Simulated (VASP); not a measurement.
# PbSe (Pm-3m) in VASP: notebook

One crystal, PbSe, is run at these levels: PBEsol; tasks: single point.

All numbers are computed with VASP 6.6.1; they aren't measurements. Logs are shortened: lines on timing, memory, paths and dates and some standing lists are left out, and cuts for length are marked.

## Step 1: The structure

The structure is cubic, space group Pm-3m (No. 221). The conventional cell has a = 3.784 Å, b = 3.784 Å, c = 3.784 Å, α = 90.00°, β = 90.00°, γ = 90.00°. Pb (site symmetry m-3m) is surrounded by 8 Se at 3.28 Å. Around Se (site symmetry m-3m) lie 8 Pb at 3.28 Å.

Measurements of this composition are mostly on another form, of space group No. 225.

## Step 2: Single point, PBEsol

Contents of INCAR:

```
SYSTEM = PbSe
  ADDGRID = .False.
  ALGO = Normal
  EDIFF = 1E-6
  ENCUT = 400
  GGA = PS
  ISIF = 2
  ISMEAR = 0
  LASPH = .True.
  LCHARG = .False.
  LREAL = .False.
  LWAVE = .False.
  NELM = 100
  PREC = Accurate
  SIGMA = 0.05
```

Contents of KPOINTS:

```
k-points
0
Gamma
  7 7 7
  0 0 0
```

Contents of POSCAR:

```
PbSe
1.0
    3.7843220000      0.0000000000      0.0000000000
    0.0000000000      3.7843220000      0.0000000000
    0.0000000000      0.0000000000      3.7843220000
Pb Se
1 1
Direct
    0.0000000000      0.0000000000      0.0000000000
    0.5000000000      0.5000000000      0.5000000000
```

Potentials or basis: VASP PAW PBE potentials, release 64 (Pb_d, Se).

Command:

```console
$ cat potpaw_PBE.64/Pb_d/POTCAR potpaw_PBE.64/Se/POTCAR > POTCAR
$ mpirun -np 1 vasp_std > vasp.out
```

OUTCAR:

```text
SYSTEM = PbSe
   EDIFF = 1E-6
   ENCUT = 400
   GGA = PS
   ISIF = 2
   ISMEAR = 0
   LASPH = .True.
   LREAL = .False.
   NELM = 100
   PREC = Accurate

 Found     20 irreducible k-points:

 Following reciprocal coordinates:
            Coordinates               Weight
  0.000000  0.000000  0.000000      1.000000
  0.142857  0.000000  0.000000      6.000000
  0.285714  0.000000  0.000000      6.000000
  0.428571  0.000000  0.000000      6.000000
  0.142857  0.142857  0.000000     12.000000
  0.285714  0.142857  0.000000     24.000000
   k-points           NKPTS =     20   k-points in BZ     NKDIM =     20   number of bands    NBANDS=     14
   number of dos      NEDOS =    301   number of ions     NIONS =      2
   total plane-waves  NPLWV =  21952
   dimension x,y,z NGX =    28 NGY =   28 NGZ =   28
   dimension x,y,z NGXF=    56 NGYF=   56 NGZF=   56
   ions per type =               1   1
   NGX,Y,Z   is equivalent  to a cutoff of  12.30, 12.30, 12.30 a.u.
   NGXF,Y,Z  is equivalent  to a cutoff of  24.60, 24.60, 24.60 a.u.
 SYSTEM =  PbSe
   PREC   = accura    normal or accurate (medium, high low for compatibility)
   ISTART =      0    job   : 0-new  1-cont  2-samecut
   ICHARG =      2    charge: 1-file 2-atom 10-const
   ISPIN  =      1    spin polarized calculation?
   LNONCOLLINEAR =      F non collinear calculations
   LSORBIT =      F    spin-orbit coupling
   LASPH  =      T    aspherical Exc in radial PAW
   ENCUT  =  400.0 eV  29.40 Ry    5.42 a.u.   6.17  6.17  6.17*2*pi/ulx,y,z
   NELM   =    100;   NELMIN=  2; NELMDL= -5     # of ELM steps
   EDIFF  = 0.1E-05   stopping-criterion for ELM
   LREAL  =      F    real-space projection
   EDIFFG = 0.1E-04   stopping-criterion for IOM
   NSW    =      0    number of steps for IOM
   IBRION =     -1    ionic relax: 0-MD 1-quasi-New 2-CG
   NFREE  =      0    steps in history (QN), initial steepest desc. (CG)
   ISIF   =      2    stress and relaxation
   ISYM   =      2    0-nonsym 1-usesym 2-fastsym
   POTIM  = 0.5000    time-step for ionic-motion
   TEBEG  =    0.0;   TEEND  =   0.0 temperature during run
   PSTRESS=    0.0 pullay stress
   NELECT =      20.0000    total number of electrons
   NUPDOWN=      -1.0000    fix difference up-down
   EMIN   =  10.00;   EMAX   =-10.00  energy-range for DOS
   EFERMI =   0.00;   METHOD = LEGACY
   ISMEAR =     0;   SIGMA  =   0.05  broadening in eV -4-tet -1-fermi 0-gaus
   EFERMI_NEDOS =   21; number of points for ismear=-14 and -15
   IALGO  =     38    algorithm
   IMIX   =      4    mixing-type and parameters
     AMIX     =   0.40;   BMIX     =  1.00
     AMIX_MAG =   1.60;   BMIX_MAG =  1.00
  volume/ion in A,a.u.               =      27.10       182.87
  Fermi-wavevector in a.u.,A,eV,Ry     =   1.174258  2.219025 18.760817  1.378881
  Thomas-Fermi vector in A             =   2.310658
   LORBIT       =      0    0 simple, 1 ext, 2 COOP (PROOUT), +10 PAW based schemes
   GGA     = PS    functional components
   LHFCALC =     F    Hartree Fock is set to
   AEXX    =    0.0000 exact exchange contribution
   IVDW    =     0    specifies the selected vdW correction
   LEPSILON=     F    determine dielectric tensor
   LRPA    =     F    only Hartree local field effects (RPA)
 non-spin polarized calculation
 Gauss-broadening in eV      SIGMA  =   0.05
  energy-cutoff  :      400.00
  volume of cell :       54.20
 maximum number of plane-waves:      1021
 NGX is ok and might be reduce to    28
   NGX = 13   NGY = 13   NGZ = 13

 number of electron      20.0000009 magnetization

 Free energy of the ion-electron system (eV)
  ---------------------------------------------------
  ext. energy  EPLUGINS =         0.00000000
  ---------------------------------------------------
  free energy    TOTEN  =        -8.47152445 eV

  energy without entropy =       -8.46988689  energy(sigma->0) =       -8.47070567

 E-fermi :   5.1178     XC(G=0): -10.1238

 val. band max:        5.0510555106   @ k =   0.2857   0.1429   0.1429
 cond. band min:       5.1388620093   @ k =   0.4286   0.4286   0.0000
 fundamental gap:      0.0878064987
 Fermi energy:         5.1177785189

 k-point     1 :       0.0000    0.0000    0.0000
  band No.  band energies     occupation
      1     -11.6430      2.00000
      2     -11.6430      2.00000
      3     -11.4925      2.00000
      4     -11.4925      2.00000
      5     -11.4925      2.00000
      6      -8.0465      2.00000
      7      -1.8993      2.00000
      8       3.6796      2.00000
      9       3.6796      2.00000
     10       3.6796      2.00000
     11      10.2301      0.00000
     12      10.2301      0.00000
     13      11.2245      0.00000
     14      11.2245      0.00000

 k-point     2 :       0.1429    0.0000    0.0000
  band No.  band energies     occupation
      1     -11.6417      2.00000
      2     -11.6208      2.00000
      3     -11.5007      2.00000
      4     -11.5007      2.00000
      5     -11.4918      2.00000
      6      -7.8983      2.00000
      7      -2.1967      2.00000
      8       3.5855      2.00000
      9       3.8539      2.00000
     10       3.8539      2.00000
     11       9.5483      0.00000
     12      10.3879      0.00000
     13      10.7444      0.00000
     14      10.7444      0.00000

 k-point     3 :       0.2857    0.0000    0.0000
  band No.  band energies     occupation
      1     -11.6387      2.00000
      2     -11.5714      2.00000
      3     -11.5189      2.00000
      4     -11.5189      2.00000
      5     -11.4901      2.00000
      6      -7.5013      2.00000
      7      -2.9499      2.00000
      8       3.7280      2.00000
      9       4.3180      2.00000
     10       4.3180      2.00000
     11       7.5899      0.00000
     12       9.6535      0.00000
     13       9.6535      0.00000
     14      10.8449      0.00000

 k-point     4 :       0.4286    0.0000    0.0000
  band No.  band energies     occupation
      1     -11.6364      2.00000
      2     -11.5335      2.00000
      3     -11.5335      2.00000
      4     -11.5319      2.00000
      5     -11.4888      2.00000
      6      -7.0719      2.00000
      7      -3.6700      2.00000
      8       4.4504      2.00000
      9       4.8187      2.00000
     10       4.8187      2.00000
     11       5.8080      0.00000
     12       8.7105      0.00000
     13       8.7105      0.00000
     14      11.4635      0.00000

 k-point     5 :       0.1429    0.1429    0.0000
  band No.  band energies     occupation
      1     -11.6302      2.00000
      2     -11.6087      2.00000
      3     -11.5108      2.00000
      4     -11.5005      2.00000
      5     -11.4990      2.00000
      6      -7.7527      2.00000
      7      -2.3733      2.00000
      8       2.9200      2.00000
      9       4.0152      2.00000
     10       4.4806      2.00000
     11       8.5917      0.00000
     12      10.1857      0.00000
     13      10.4479      0.00000
     14      11.1539      0.00000

 k-point     6 :       0.2857    0.1429    0.0000
  band No.  band energies     occupation
      1     -11.6236      2.00000
      2     -11.5622      2.00000
      3     -11.5332      2.00000
      4     -11.5177      2.00000
      5     -11.4977      2.00000
      6      -7.3666      2.00000
      7      -2.9098      2.00000
      8       2.6364      2.00000
      9       4.4383      2.00000
     10       4.9441      2.00000
     11       6.9551      0.00000
     12       9.6586      0.00000
     13       9.7094      0.00000
     14      11.7071      0.00000

 [... further k-points ...]

------------------------ aborting loop because EDIFF is reached ----------------------------------------

  FORCE on cell =-STRESS in cart. coord.  units (eV):
  Direction    XX          YY          ZZ          XY          YZ          ZX
  --------------------------------------------------------------------------------------
  -------------------------------------------------------------------------------------
  Total       -1.1032437     -1.1032437     -1.1032437      0.0000000      0.0000000     -0.0000000
  in kB      -32.6150308    -32.6150308    -32.6150308      0.0000000      0.0000000     -0.0000000
  external PRESSURE =     -32.6150308 kB  Pullay stress =       0.0000000 kB

 VOLUME and BASIS-vectors are now :
 -----------------------------------------------------------------------------
  energy-cutoff  :      400.00
  volume of cell :       54.20
      direct lattice vectors                 reciprocal lattice vectors
     3.784322000  0.000000000  0.000000000     0.264248127  0.000000000  0.000000000
     0.000000000  3.784322000  0.000000000     0.000000000  0.264248127  0.000000000
     0.000000000  0.000000000  3.784322000     0.000000000  0.000000000  0.264248127

 POSITION                                       TOTAL-FORCE (eV/Angst)
 -----------------------------------------------------------------------------------
      0.00000      0.00000      0.00000         0.000000      0.000000      0.000000
      1.89216      1.89216      1.89216         0.000000      0.000000      0.000000
 -----------------------------------------------------------------------------------
    total drift:                               -0.000000      0.000000     -0.000000

  FREE ENERGIE OF THE ION-ELECTRON SYSTEM (eV)
  ---------------------------------------------------
  free  energy   TOTEN  =        -8.4715244461 eV

  energy  without entropy=       -8.4698868922  energy(sigma->0) =       -8.47070567
```

Wall time 15 s (1 thread of Intel Xeon Platinum 8488C (Sapphire Rapids), shared host); peak memory 0.15 GiB.

These settings aren't checked as converged: the numbers below hold their error.

What came out:

```
Free energy            : -8.4715 eV
Pressure               : -3.3 GPa
Band gap on the k mesh : none (metal or under the smearing width)
```

Caveat: the PAW data sets were made with another functional, which shifts forces and pressure a little.

## Step 3: Single point, PBEsol

INCAR is that of step 2.

KPOINTS is that of step 2.

Contents of POSCAR:

```
PbSe
1.0
    3.7843220000      0.0000000000      0.0000000000
    0.0000000000      3.7843220000      0.0000000000
    0.0000000000      0.0000000000      3.7843220000
Pb Se
1 1
Direct
    0.0499830000      0.0304240000      0.0268320000
    0.4857650000      0.4915870000      0.4882140000
```

Potentials or basis: VASP PAW PBE potentials, release 64 (Pb_d, Se).

Command:

```console
$ cat potpaw_PBE.64/Pb_d/POTCAR potpaw_PBE.64/Se/POTCAR > POTCAR
$ mpirun -np 1 vasp_std > vasp.out
```

OUTCAR:

```text
SYSTEM = PbSe
   EDIFF = 1E-6
   ENCUT = 400
   GGA = PS
   ISIF = 2
   ISMEAR = 0
   LASPH = .True.
   LREAL = .False.
   NELM = 100
   PREC = Accurate

 Found    172 irreducible k-points:

 Following reciprocal coordinates:
            Coordinates               Weight
  0.000000  0.000000  0.000000      1.000000
  0.142857  0.000000  0.000000      2.000000
  0.000000  0.142857  0.000000      2.000000
  0.000000  0.000000  0.142857      2.000000
  0.285714  0.000000  0.000000      2.000000
[... 180 lines left out ...]
------------------------ aborting loop because EDIFF is reached ----------------------------------------

  FORCE on cell =-STRESS in cart. coord.  units (eV):
  Direction    XX          YY          ZZ          XY          YZ          ZX
  --------------------------------------------------------------------------------------
  -------------------------------------------------------------------------------------
  Total       -0.6629396     -0.6091879     -0.6084703      0.1375728      0.1281078      0.1372044
  in kB      -19.5983855    -18.0093323    -17.9881169      4.0670442      3.7872306      4.0561540
  external PRESSURE =     -18.5319449 kB  Pullay stress =       0.0000000 kB

 VOLUME and BASIS-vectors are now :
 -----------------------------------------------------------------------------
  energy-cutoff  :      400.00
  volume of cell :       54.20
      direct lattice vectors                 reciprocal lattice vectors
     3.784322000  0.000000000  0.000000000     0.264248127  0.000000000  0.000000000
     0.000000000  3.784322000  0.000000000     0.000000000  0.264248127  0.000000000
     0.000000000  0.000000000  3.784322000     0.000000000  0.000000000  0.264248127

 POSITION                                       TOTAL-FORCE (eV/Angst)
 -----------------------------------------------------------------------------------
      0.18915      0.11513      0.10154         0.166402      0.061288      0.060512
      1.83829      1.86032      1.84756        -0.166402     -0.061288     -0.060512
 -----------------------------------------------------------------------------------
    total drift:                               -0.000534     -0.000395     -0.000388

  FREE ENERGIE OF THE ION-ELECTRON SYSTEM (eV)
  ---------------------------------------------------
  free  energy   TOTEN  =        -8.5085451444 eV

  energy  without entropy=       -8.5069505436  energy(sigma->0) =       -8.50774784
```

OSZICAR:

```text
N       E                     dE             d eps       ncg     rms          rms(c)
DAV:   1     0.137512048017E+03    0.13751E+03   -0.81057E+03  4834   0.127E+03
DAV:   2     0.181244806392E+01   -0.13570E+03   -0.13289E+03  5092   0.322E+02
DAV:   3    -0.868136808044E+01   -0.10494E+02   -0.10175E+02  6348   0.933E+01
DAV:   4    -0.889178387972E+01   -0.21042E+00   -0.21032E+00  5300   0.158E+01
DAV:   5    -0.889857876179E+01   -0.67949E-02   -0.67948E-02  6742   0.279E+00    0.280E+00
DAV:   6    -0.851856440624E+01    0.38001E+00   -0.10198E+00  7192   0.854E+00    0.157E+00
DAV:   7    -0.851096566923E+01    0.75987E-02   -0.10321E-01  5476   0.189E+00    0.811E-01
DAV:   8    -0.850891872636E+01    0.20469E-02   -0.11404E-02  6022   0.125E+00    0.917E-02
DAV:   9    -0.850852579910E+01    0.39293E-03   -0.24739E-03  6468   0.433E-01    0.594E-02
DAV:  10    -0.850854537805E+01   -0.19579E-04   -0.16927E-04  5146   0.913E-02    0.176E-02
DAV:  11    -0.850854543433E+01   -0.56279E-07   -0.18320E-05  6454   0.448E-02    0.650E-03
DAV:  12    -0.850854514444E+01    0.28989E-06   -0.90074E-07  2996   0.116E-02
   1 F= -.85085451E+01 E0= -.85077478E+01  d E =-.159460E-02
```

Wall time 69 s (1 thread of Intel Xeon Platinum 8488C (Sapphire Rapids), shared host); peak memory 0.23 GiB.

These settings aren't checked as converged: the numbers below hold their error.

What came out:

| Quantity | Value |
| --- | --- |
| Free energy | -8.5085 eV |
| Pressure | -1.9 GPa |
| Largest force | 0.187 eV/Å |
| Band gap on the k mesh | none (metal or under the smearing width) |

Caveat: the PAW data sets were made with another functional, which shifts forces and pressure a little.

## Step 4: Single point, PBEsol

Changes to INCAR since step 3:

```diff
@@ -4,3 +4,3 @@
   EDIFF = 1E-6
-  ENCUT = 400
+  ENCUT = 900
   GGA = PS
```

Contents of KPOINTS:

```
k-points
0
Gamma
  5 5 5
  0 0 0
```

Contents of POSCAR:

```
PbSe
1.0
    3.7843220000      0.0000000000      0.0000000000
    0.0000000000      3.7843220000      0.0000000000
    0.0000000000      0.0000000000      3.7843220000
Pb Se
1 1
Direct
    0.0000000000      0.0000000000      0.0000000000
    0.5000000000      0.5000000000      0.5000000000
```

Potentials or basis: VASP PAW PBE potentials, release 64 (Pb_d, Se).

Command:

```console
$ cat potpaw_PBE.64/Pb_d/POTCAR potpaw_PBE.64/Se/POTCAR > POTCAR
$ mpirun -np 1 vasp_std > vasp.out
```

OUTCAR:

```text
SYSTEM = PbSe
   EDIFF = 1E-6
   ENCUT = 900
   GGA = PS
   ISIF = 2
   ISMEAR = 0
   LASPH = .True.
   LREAL = .False.
   NELM = 100
   PREC = Accurate

 Found     10 irreducible k-points:

 Following reciprocal coordinates:
            Coordinates               Weight
  0.000000  0.000000  0.000000      1.000000
  0.200000  0.000000  0.000000      6.000000
  0.400000  0.000000  0.000000      6.000000
  0.200000  0.200000  0.000000     12.000000
  0.400000  0.200000  0.000000     24.000000
[... 180 lines left out ...]
------------------------ aborting loop because EDIFF is reached ----------------------------------------

  FORCE on cell =-STRESS in cart. coord.  units (eV):
  Direction    XX          YY          ZZ          XY          YZ          ZX
  --------------------------------------------------------------------------------------
  -------------------------------------------------------------------------------------
  Total       -0.9087280     -0.9087280     -0.9087280      0.0000000     -0.0000000      0.0000000
  in kB      -26.8645909    -26.8645909    -26.8645909      0.0000000     -0.0000000      0.0000000
  external PRESSURE =     -26.8645909 kB  Pullay stress =       0.0000000 kB

 VOLUME and BASIS-vectors are now :
 -----------------------------------------------------------------------------
  energy-cutoff  :      900.00
  volume of cell :       54.20
      direct lattice vectors                 reciprocal lattice vectors
     3.784322000  0.000000000  0.000000000     0.264248127  0.000000000  0.000000000
     0.000000000  3.784322000  0.000000000     0.000000000  0.264248127  0.000000000
     0.000000000  0.000000000  3.784322000     0.000000000  0.000000000  0.264248127

 POSITION                                       TOTAL-FORCE (eV/Angst)
 -----------------------------------------------------------------------------------
      0.00000      0.00000      0.00000         0.000000      0.000000      0.000000
      1.89216      1.89216      1.89216         0.000000      0.000000      0.000000
 -----------------------------------------------------------------------------------
    total drift:                               -0.000000      0.000000     -0.000000

  FREE ENERGIE OF THE ION-ELECTRON SYSTEM (eV)
  ---------------------------------------------------
  free  energy   TOTEN  =        -8.4480946196 eV

  energy  without entropy=       -8.4475613945  energy(sigma->0) =       -8.44782801
```

Run time: 27 s. Hardware: 1 thread of Intel Xeon Platinum 8488C (Sapphire Rapids), shared host; peak memory 0.24 GiB.

These settings aren't checked as converged: the numbers below hold their error.

Results:

```yaml
Free_energy: -8.4481 eV
Pressure: -2.7 GPa
Band_gap_on_the_k_mesh: 0.16 eV, indirect (least direct gap 1.33 eV)
```

Caveat: the PAW data sets were made with another functional, which shifts forces and pressure a little; spin-orbit coupling is left out, which as a rule narrows the gap of such compounds by several tenths of an eV; an odd mesh through Γ misses points on the zone boundary, where band edges often lie.

## Step 5: Single point, PBEsol

INCAR is that of step 4.

KPOINTS is that of step 4.

Contents of POSCAR:

```
PbSe
1.0
    3.7843220000      0.0000000000      0.0000000000
    0.0000000000      3.7843220000      0.0000000000
    0.0000000000      0.0000000000      3.7843220000
Pb Se
1 1
Direct
    0.0499830000      0.0304240000      0.0268320000
    0.4857650000      0.4915870000      0.4882140000
```

Command:

```console
$ cat potpaw_PBE.64/Pb_d/POTCAR potpaw_PBE.64/Se/POTCAR > POTCAR
$ mpirun -np 1 vasp_std > vasp.out
```

It took 1.7 min on 1 thread of Intel Xeon Platinum 8488C (Sapphire Rapids), shared host; peak memory 0.31 GiB.

These settings aren't checked as converged: the numbers below hold their error.

What came out:

```yaml
Free_energy: -8.4969 eV
Pressure: -1.5 GPa
Largest_force: 0.205 eV/Å
Band_gap_on_the_k_mesh: 0.21 eV, indirect (least direct gap 1.55 eV)
```

Caveat: the PAW data sets were made with another functional, which shifts forces and pressure a little; spin-orbit coupling is left out, which as a rule narrows the gap of such compounds by several tenths of an eV; an odd mesh through Γ misses points on the zone boundary, where band edges often lie.

## Step 6: For comparison

An earlier run on the cell as given: functional PBE; potentials or basis VASP PAW PBE potentials, release 64 (Pb_d, Se); cutoff 520 eV; k mesh 7 × 7 × 7; occupations fermi-dirac, width 0.05 eV; no spin polarisation.

* Pressure: -0.2 GPa
* Band gap on the k mesh: none (metal or under the smearing width)
